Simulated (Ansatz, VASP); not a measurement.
One calculation of ZnO, two programs

INCAR

```
PREC = Accurate
ENCUT = 520
EDIFF = 1E-7
ISMEAR = -1
SIGMA = 0.05
LREAL = False
LASPH = True
NELM = 100
ALGO = Normal
ISIF = 2
LWAVE = False
LCHARG = False
GGA = PE
NBANDS = 16
```

The input KPOINTS:

```
Automatic mesh
0
Gamma
  10 10 9
```

The input POSCAR:

```
ZnO
1.0
    1.4039721986     -3.4550785723      0.0000000000
    1.4039721986      3.4550785723      0.0000000000
    0.0000000000      0.0000000000      2.7805453737
Zn O
1 1
Direct
    0.0000000000      0.0000000000      0.0000000000
    0.5000000000      0.5000000000      0.5000000000
```

input.yaml

```yaml
crystal:
  lattice:
    - [1.4039721986, -3.4550785723, 0.0]
    - [1.4039721986, 3.4550785723, 0.0]
    - [0.0, 0.0, 2.7805453737]
  atoms:
    - { symbol: Zn, position: [0.0, 0.0, 0.0] }
    - { symbol: O, position: [0.5, 0.5, 0.5] }
hamiltonian:
  xc: pbe
  pseudopotentials: { kind: paw }
kpoints:
  mp_grid: { grid: [10, 10, 9] }
scf:
  occupations: { method: fermi_dirac, width: 0.05 }
output:
  forces: true
  stress: true
  eigenvalues: true
  write_density: true
  write_potential: true
  elf: true
  volumetric_format: npy
```

Change from the starting cell: volume scaled by 0.94.

Alike in both runs: task single point; functional PBE; k mesh 10 × 10 × 9; occupations fermi-dirac, width 0.05 eV; no spin polarisation.

|  | VASP | Ansatz |
| --- | --- | --- |
| version | VASP 6.6.1 | Ansatz 0.2.0 |
| potentials or method | VASP PAW PBE potentials, release 64 (Zn, O) | Ansatz PAW |
| plane-wave cutoff (eV) | 520 | 420 |
| valence electrons in the cell | 18 | 18 |

```tsv
	VASP	Ansatz	Ansatz less VASP
gap on the k mesh at the Fermi level (eV)	none	none	-
pressure (GPa)	8.9	7.8	-1.14
largest component of the traceless stress (GPa)	8.58	7.35	-1.225
```

A gap of «none» marks a metal or a gap that the smearing closes. With one functional, cell and mesh, what is left measures potentials, basis and numerics.

Caveats: the pressure holds a Pulay correction of +0.6 GPa for the finite cutoff (Ansatz).
